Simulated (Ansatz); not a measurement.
# SnO: the cost of one run

Computed with Ansatz 0.2.0 (DFT PBEsol, scalar-relativistic, plane waves, PAW, unless a step's input says otherwise).

**1. The system as given**

It takes space group Pmn2_1 (No. 31, orthorhombic). Conventional cell: a = 3.355 Å, b = 5.674 Å, c = 4.222 Å, α = 90.00°, β = 90.00°, γ = 90.00°. Around Sn (site symmetry m) lie 3 O at 2.15 to 2.16 Å. O (site symmetry m) is surrounded by 3 Sn at 2.15 to 2.16 Å.

Coordinates:

```cif
data_structure
_symmetry_space_group_name_H-M 'Pmn2_1'
_symmetry_Int_Tables_number 31
_cell_length_a 3.3550
_cell_length_b 5.6741
_cell_length_c 4.2220
_cell_angle_alpha 90.000
_cell_angle_beta 90.000
_cell_angle_gamma 90.000
_cell_volume 80.37
loop_
_atom_site_label
_atom_site_type_symbol
_atom_site_symmetry_multiplicity
_atom_site_Wyckoff_symbol
_atom_site_fract_x
_atom_site_fract_y
_atom_site_fract_z
_atom_site_occupancy
Sn1 Sn 2 a 0.00000 0.23191 0.51314 1
O1 O 2 a 0.00000 0.89125 0.73686 1
```

It goes back to an entry of the Materials Project, which need not be the stable form.

The cell is taken as given, not relaxed at this level.

**2. The reference: the undisturbed cell on the scan's mesh**

Contents of input.yaml:

```yaml
crystal:
  lattice:
    - [3.355005, 0.0, 0.0]
    - [0.0, 5.674104, 0.0]
    - [0.0, 0.0, 4.22197]
  atoms:
    - { symbol: Sn, position: [0.0, 0.231909, 0.513144] }
    - { symbol: Sn, position: [0.5, 0.768091, 0.013144] }
    - { symbol: O, position: [0.0, 0.89125, 0.736857] }
    - { symbol: O, position: [0.5, 0.10875, 0.236857] }
basis:
  ecutwfc: 420
kpoints:
  mp_grid: { grid: [10, 6, 8] }
hamiltonian:
  xc: pbesol
scf:
  occupations: { method: gaussian, width: 0.05 }
output:
  forces: true
  stress: true
  eigenvalues: true
  write_density: true
  write_potential: true
  elf: true
  volumetric_format: npy
```

The run is started by

```
> ansatz run input.yaml --threads 1 --pin off --max-ram 2560MiB --backend cpu --events-out ev --progress --plain --runs-dir out
```

What time and memory should one allow on 1 thread of Arm Neoverse V2, shared host?

About 21 s, with a peak of 0.43 GiB.
